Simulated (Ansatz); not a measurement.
## Polymorphs of Zr4Si3

All numbers below come from DFT PBE, scalar-relativistic, plane waves, PAW in Ansatz. Settings: cutoff 420 eV, Γ-centred meshes spaced at most about 0.3 Å⁻¹, and about 0.25 Å⁻¹ or finer for metals (2π included), Gaussian smearing. No spin polarisation.

Formation energies are uncorrected and refer to the elements' standard structures at the same level.

Temperature and zero-point effects are left out. Larger cells and other orderings weren't all tried, so the list isn't exhaustive. The k mesh leaves some 4 meV/atom of noise in the energy of each metallic cell.

Invented guesses were relaxed alike, and ends that match in structure were merged. ΔE counts from the first row. Coordination counts Si atoms around Zr (those within 1.25 times the shortest such distance or 1.15 times the sum of covalent radii, 1.27 where that leaves under three; a plus sign parts nearer from farther groups; a slash parts the counts of unlike sites). The ends were matched against large subsets of the Crystallography Open Database and the Materials Project, so a missing match doesn't prove that a structure is unreported.

```csv
#,reached from,type and space group,atoms,Å³/atom,coordination,ΔE (meV/atom),gap on mesh (eV),in databases
1,a cell proposed by chemical analogy,I-43d (No. 220),14,19.1,Zr 3+3,0,0.00,no match
2,a cell proposed by chemical analogy,C2/m (No. 12),7,20.6,Zr 4/5,245,0.00,no match
3,random cell,I-43m (No. 217),7,19.2,Zr 3+3,245,0.00,no match
```

The lowest: Space group I-43d (No. 220), cubic, a = 8.123 Å. Zr has 3 Si at 2.68 Å, 3 Si at 2.95 Å and 3 Zr at 3.16 Å; Si is surrounded by 4 Zr at 2.68 Å and 4 Zr at 2.95 Å. Its energy over the elements is −0.79 eV/atom. A negative formation energy is needed for stability but isn't enough: competing phases decide. An observed structure of this formula, if there is one, may be missing.

```cif
data_structure
_symmetry_space_group_name_H-M 'I-43d'
_symmetry_Int_Tables_number 220
_cell_length_a 8.1229
_cell_length_b 8.1229
_cell_length_c 8.1229
_cell_angle_alpha 90.000
_cell_angle_beta 90.000
_cell_angle_gamma 90.000
_cell_volume 535.95
loop_
_atom_site_label
_atom_site_type_symbol
_atom_site_symmetry_multiplicity
_atom_site_Wyckoff_symbol
_atom_site_fract_x
_atom_site_fract_y
_atom_site_fract_z
_atom_site_occupancy
Zr1 Zr 16 c 0.18203 0.68203 0.81797 1
Si1 Si 12 a 0.00000 0.25000 0.37500 1
```

The second: Space group C2/m (No. 12), monoclinic, a = 12.983 Å, b = 3.863 Å, c = 6.603 Å, β = 119.3°. Zr on its first site is surrounded by 4 Si at 2.65–2.69 Å; around Zr on its second site lie 5 Si at 2.67–2.70 Å; Si on a site of symmetry m is surrounded by 6 Zr at 2.65–2.70 Å and 1 Si at 2.69 Å; around Si on a site of symmetry 2/m lie 2 Si at 2.69 Å and 6 Zr at 2.69 Å. Counting Si atoms around Zr, the first has Zr 3+3 and the second has Zr 4/5. Cells relaxed within their symmetry can be saddle points.

```
Zr Si
1.0
     6.49165   -1.93139    0.00000
     6.49165    1.93139    0.00000
    -3.23154    0.00000    5.75772
Zr Si
4 3
Direct
  0.12218 0.12218 0.76763
  0.61820 0.61820 0.31225
  0.87782 0.87782 0.23237
  0.38180 0.38180 0.68775
  0.76262 0.76262 0.77186
  0.23738 0.23738 0.22814
  0.00000 0.00000 0.00000
```

Some structure types and database cells were kept out of the candidates from the start, so a known form may be missing.
